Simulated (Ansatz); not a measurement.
# C: the cost of one run

Program: Ansatz 0.2.0. Level of theory: DFT PBE, scalar-relativistic, plane waves, PAW. These are calculated values, not measurements.

## 1. The system as given

Symmetry: P6/mmm, No. 191, hexagonal system. The conventional cell has a = 2.456 Å, b = 2.456 Å, c = 8.524 Å, α = 90.00°, β = 90.00°, γ = 120.00°. Around C (site symmetry -6m2) lie 3 C at 1.42 Å.

Coordinates:

```cif
data_structure
_symmetry_space_group_name_H-M 'P6/mmm'
_symmetry_Int_Tables_number 191
_cell_length_a 2.4562
_cell_length_b 2.4562
_cell_length_c 8.5238
_cell_angle_alpha 90.000
_cell_angle_beta 90.000
_cell_angle_gamma 120.000
_cell_volume 44.53
loop_
_atom_site_label
_atom_site_type_symbol
_atom_site_symmetry_multiplicity
_atom_site_Wyckoff_symbol
_atom_site_fract_x
_atom_site_fract_y
_atom_site_fract_z
_atom_site_occupancy
C1 C 2 c 0.33333 0.66667 0.00000 1
```

This is candidate A: structure listed in a database for this formula (P6/mmm, No. 191).

(A quick probe on a coarse mesh, which set the mesh and smearing, is not shown.)

## 3. The relaxation (candidate A)

File input.yaml:

```yaml
crystal:
  lattice:
    - [2.4561701622, 0.0, 0.0]
    - [-1.2280850811, 2.1271057565, 0.0]
    - [0.0, 0.0, 8.52380336]
  atoms:
    - { symbol: C, position: [0.33333333, 0.66666667, 0.0] }
    - { symbol: C, position: [0.66666667, 0.33333333, 0.0] }
basis:
  ecutwfc: 420
kpoints:
  mp_grid: { grid: [27, 27, 8] }
hamiltonian:
  xc: pbe
scf:
  occupations: { method: gaussian, width: 0.1 }
output:
  forces: true
  stress: true
  eigenvalues: true
relax:
  adjacent_minimum: "off"
  f_tol: 0.01
  max_steps: 80
  cell: { stress_tol: 0.05 }
```

**Question.** How long does this run take on 1 thread of an x86-64 CPU, shared host, and how much memory does it need?

About 28 s, with a peak of 0.57 GiB.
